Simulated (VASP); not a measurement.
Set up this calculation in VASP 6.6.1, as the native input.

| Property | Result |
| --- | --- |
| Task | single point |
| Functional | PBE |
| Dispersion | D3(BJ) |
| Potentials or basis | VASP PAW PBE potentials, release 64 (O, H, F) |
| Cutoff | 520 eV |
| k mesh | 1 × 1 × 1 |
| Occupations | fermi-dirac, width 0.02 eV |
| Spin | no spin polarisation |
| Dipole correction | no |
| Further INCAR settings | LREAL = Auto; ALGO = Normal; EDIFF = 1e-06; NBANDS = 44 |

The structure of H13O6F lies in POSCAR:

```
H13O6F
1.0
    5.5526620000      0.0000000000      0.0000000000
    0.0000000000      5.5526620000      0.0000000000
    0.0000000000      0.0000000000      5.5526620000
O H F
6 13 1
Direct
    0.5622168250      0.8978936589      0.8584170980
    0.7134595983      0.6806104892      0.3852926758
    0.3812045466      0.1005463686      0.3960622851
    1.0434094494      0.2313484956      0.6807365548
    0.0639152896      0.9279152954      0.1266779790
    0.5791816610      0.3365592935      1.0620131389
    0.4924845056      0.9399635706      0.6752076752
    0.7019155857      0.8179500211      0.7990221627
    0.7459485198      0.5716897589      0.2784970524
    0.8408579525      0.6675176699      0.4971129163
    0.4579785335      0.2241987717      0.2781188554
    0.2627928730     -0.0079061178      0.2798657653
    1.2275373506      0.1655602304      0.5203810353
    1.0637960675      0.1726919449      0.8441716784
   -0.1003122466      0.9180641645      0.1969865985
    0.0586385413      0.7976534498     -0.0077800522
    0.4975271320      0.4494961156      0.9668335656
    0.5764802540      0.1804539877      0.9688506162
    1.0073726800      0.4090110293      0.7019696139
    0.9472213508      0.6354249547      0.8279992551
```

The cell was built by a generator and needn't be a form met in nature.

The input as run:

INCAR

```
SYSTEM = H13O6F
ALGO     = Normal         ! electronic algorithm
EDIFF    = 1E-6           ! SCF threshold, eV
ENCUT    = 520            ! plane-wave cutoff, eV
GGA      = PE             ! functional
ISIF     = 2              ! what is computed and relaxed
ISMEAR   = -1             ! smearing method
IVDW     = 12             ! dispersion correction
LASPH    = .TRUE.         ! aspherical terms in the spheres
LCHARG   = .FALSE.        ! write CHGCAR
LREAL    = Auto         
LWAVE    = .FALSE.        ! write WAVECAR
NBANDS   = 44             ! bands
NELM     = 100            ! most SCF steps
PREC     = Accurate       ! precision mode
SIGMA    = 0.02           ! smearing width, eV
```

KPOINTS

```
k-points
0
G
  1 1 1
  0 0 0
```

Potentials or basis: VASP PAW PBE potentials, release 64 (O, H, F).

Run with:

```sh
$ cat potpaw_PBE.64/O/POTCAR potpaw_PBE.64/H/POTCAR potpaw_PBE.64/F/POTCAR > POTCAR
$ mpirun -np 1 vasp_gam > vasp.out
```

Results of the run:

The pressure is 2.5 GPa and the largest force is 8.084 eV/Å. The band gap on the k mesh is 5.21 eV, direct and the dispersion energy per atom is -0.040 eV.

It took 13 s on 1 thread of Intel(R) Xeon(R) 6975P-C (Granite Rapids), on a shared host, peak memory 0.23 GiB.
